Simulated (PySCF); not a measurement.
Geometries of 4 isomers of C3H9N, from PBE0-D3(BJ)/def2-SVP geometry optimisation, gas phase (PySCF). One conformer each, no zero-point energy, no frequencies.

**Question.** Which is lowest in electronic energy at this level?
A.
```xyz
13
angstrom
C     -1.862    0.025    0.100
C     -0.448   -0.438   -0.191
N      0.519    0.582    0.134
C      1.885    0.205   -0.118
H     -2.080    0.957   -0.442
H     -2.599   -0.736   -0.194
H     -2.002    0.222    1.176
H     -0.255   -1.402    0.337
H     -0.350   -0.668   -1.267
H      0.405    0.868    1.104
H      2.566    1.015    0.187
H      2.037    0.045   -1.199
H      2.213   -0.727    0.395
```
B.
```xyz
13
angstrom
C     -0.625    1.138    0.491
C     -0.055    0.007   -0.351
C      1.332   -0.398    0.126
N     -0.941   -1.143   -0.262
H      0.021    2.028    0.453
H     -0.724    0.816    1.540
H     -1.624    1.436    0.134
H      0.050    0.388   -1.392
H      1.747   -1.205   -0.499
H      1.282   -0.766    1.162
H      2.031    0.450    0.084
H     -0.598   -1.900   -0.851
H     -1.867   -0.905   -0.614
```
C.
```xyz
13
angstrom
C      0.257    1.271    0.564
N     -0.127   -0.113    0.493
C      0.976   -0.976    0.163
C     -1.267   -0.326   -0.357
H      0.607    1.684   -0.412
H      1.073    1.403    1.291
H     -0.593    1.885    0.899
H      1.392   -0.792   -0.855
H      0.660   -2.030    0.208
H      1.794   -0.840    0.887
H     -1.077   -0.070   -1.426
H     -1.579   -1.382   -0.318
H     -2.116    0.287   -0.015
```
D.
```xyz
13
angstrom
C      1.711    0.230    0.453
C      0.438    0.249   -0.375
C     -0.756   -0.359    0.343
N     -1.930   -0.367   -0.507
H      2.558    0.666   -0.098
H      1.595    0.804    1.387
H      1.992   -0.799    0.733
H      0.581   -0.294   -1.324
H      0.194    1.290   -0.656
H     -0.893    0.171    1.313
H     -0.515   -1.404    0.608
H     -2.234    0.587   -0.694
H     -2.708   -0.827   -0.040
```

**Answer.** B. That is 2-propanamine, `CC(C)N`, 2.6 kcal/mol below the next.

```tsv
SMILES	atoms numbered as above	E (Eh)	relative (kcal/mol)	relative (kJ/mol)	dipole (D)
CC(C)N	[CH3:1][CH:2]([CH3:3])[NH2:4]	-174.15609	0.0	0.0	1.28
CCCN	[CH3:1][CH2:2][CH2:3][NH2:4]	-174.15193	2.6	10.9	1.25
CCNC	[CH3:1][CH2:2][NH:3][CH3:4]	-174.14464	7.2	30.1	0.85
CN(C)C	[CH3:1][N:2]([CH3:3])[CH3:4]	-174.13708	11.9	49.9	0.44
```

As drawn, the lowest has an N–H bond, which the highest lacks.
